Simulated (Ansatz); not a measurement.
The system is SiC.

```
CELL_PARAMETERS angstrom
3.07569 0.00000 0.00000
-1.53785 2.66363 0.00000
0.00000 0.00000 10.07065
ATOMIC_POSITIONS crystal
Si 0.00000 0.00000 0.18789
Si 0.00000 0.00000 0.68789
Si 0.33333 0.66667 0.43784
Si 0.66667 0.33333 0.93784
C 0.00000 0.00000 0.00046
C 0.00000 0.00000 0.50046
C 0.33333 0.66667 0.24980
C 0.66667 0.33333 0.74980
```

The cell is a database's computed one.

* Program: Ansatz 0.2.0
* Task: relaxation of cell and atoms
* Functional: RPBE
* Potentials or basis: Ansatz PAW
* Cutoff: 420 eV (not typed: the program's choice for these potentials)
* k mesh: 10 × 10 × 3
* Occupations: fermi-dirac, width 0.05 eV
* Spin: no spin polarisation

At the start: volume 10.31 Å³/atom.

Question: Where does the relaxation end?

Answer: It ends after 8 steps and the volume is 10.66 Å³/atom (+3.3 %); space group P6_3mc (No. 186, to 0.05 Å).

Step by step:
```tsv
step	energy change (eV)	largest force (eV/Å)	volume (Å³)
1	0.0000	0.0108	82.50
2	-0.0445	0.0090	83.94
3	-0.0554	0.0006	85.16
4	-0.0553	0.0041	85.21
5	-0.0553	0.0003	85.21
6	-0.0601	0.0003	85.21
7	-0.0601	0.0000	85.25
8	-0.0601	0.0000	85.25
```

Final structure:
```
Si C
1.0
     3.10968    0.00000    0.00000
    -1.55484    2.69307    0.00000
     0.00000    0.00000   10.17980
Si C
4 4
Direct
  0.00000 0.00000 0.18791
  0.00000 0.00000 0.68791
  0.33333 0.66667 0.43785
  0.66667 0.33333 0.93785
  0.00000 0.00000 0.00044
  0.00000 0.00000 0.50044
  0.33333 0.66667 0.24981
  0.66667 0.33333 0.74981
```

Caveat: the plane-wave basis is chosen anew once the cell has moved, so the energies of steps on either side of that aren't comparable; the PAW data sets come from PBE, with cores solved anew for the run's functional, which leaves a small shift of forces and pressure.
